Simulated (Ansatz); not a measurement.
## GeO2 with two functionals, pressure 18 GPa

The parent structure is GeO2 in the rutile structure (space group P4_2/mnm, No. 136; a = 4.488 Å, c = 2.905 Å).

(Cell as relaxed with PBE.)

Levels (all Ansatz, an electronic-structure program, PAW): PBE (420 eV, no spin-orbit coupling); r2SCAN (500 eV, no spin-orbit coupling).

Each level relaxes its own structure.

| base | PBE | r2SCAN |
|---|---|---|
| volume per atom | 9.75 Å³ | 9.31 Å³ |
| lattice parameter a | 4.488 Å | 4.411 Å |
| band gap | 1.23 eV | 2.51 eV |

The change: cell and atoms relaxed at a pressure of 18 GPa.

```tsv
quantity	PBE	r2SCAN
hole mass	2.9 mₑ along c, 1.1 mₑ across (at Γ)	___
band gap	2.10 eV	___
volume per atom	9.05 Å³	___
valence-band top at Γ (three highest levels, from the VBM)	0.00, -0.83, -0.83 eV	___
```

Problem. Given the PBE results, estimate those of r2SCAN.

Solution. 
- hole mass, r2SCAN: 1.5 mₑ along c, 1.1 mₑ across (at Γ)
- band gap, r2SCAN: 3.37 eV
- volume per atom, r2SCAN: 8.75 Å³
- valence-band top at Γ (three highest levels, from the VBM), r2SCAN: 0.00, -0.86, -0.86 eV

PBE's band gap lies 1.262 eV below r2SCAN's; PBE's volume per atom lies 0.307 Å³ above r2SCAN's (3.5 %). Neither level is exact; r2SCAN is the comparison here, not a measurement.

Load acts through the strain it causes; cell and atoms are relaxed under it. Effective masses come from finite differences of ±0.01 Å⁻¹. No phonon test of stability was made. No other phases were tried under pressure.
